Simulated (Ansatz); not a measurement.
Runs of Ansatz 0.2.0 on Sb. The structure is hexagonal, space group P6_3/mmc (No. 194). The conventional cell has a = 3.355 Å, b = 3.355 Å, c = 5.470 Å, α = 90.00°, β = 90.00°, γ = 120.00°. Sb (site symmetry -6m2) has 12 Sb at 3.35 Å as nearest neighbours. This isn't the form of Sb at room conditions, which is rhombohedral.

```tsv
task	level	potentials or basis	k mesh	cutoff (eV)	smearing	basis error allowed	mesh quality	gap on the mesh (eV)	pressure (GPa)
single point	HSE06	all-electron PAW datasets made for the crystal	6 × 6 × 4	270	fermi-dirac 0.05 eV	-	coarse	none	-
density of states	PBEsol	all-electron PAW datasets made for the crystal	9 × 9 × 5	160	fermi-dirac 0.05 eV	-	not flagged	none	-1.6
single point	PBEsol	all-electron LAPW, scalar-relativistic	5 × 5 × 3	156	fermi-dirac 0.03 eV	0.001 eV/atom	coarse	none	-2.6
band structure	PBEsol	all-electron LAPW, scalar-relativistic	7 × 7 × 4	156	fermi-dirac 0.05 eV	0.001 eV/atom	coarse	-	(a)
single point	PBEsol	all-electron PAW datasets made for the crystal	6 × 6 × 4	160	fermi-dirac 0.05 eV	-	coarse	none	-1.4
```

Alike in all rows: no spin polarisation; cell as given.

Task: Estimate the missing entries.

Result: (a) -1.3.

Caveats: some runs use coarse meshes; the k mesh is thin for a metal, which can move the energy by tens of meV per atom (some runs); the program warned that the printed levels may be off, so bands, gaps and densities of states are rough (some runs).

A k mesh can miss the band edges, and the runs leave out spin-orbit coupling on Sb.

A gap of «none» marks a metal or a gap under the smearing width.

Not every run made on this cell is shown here.
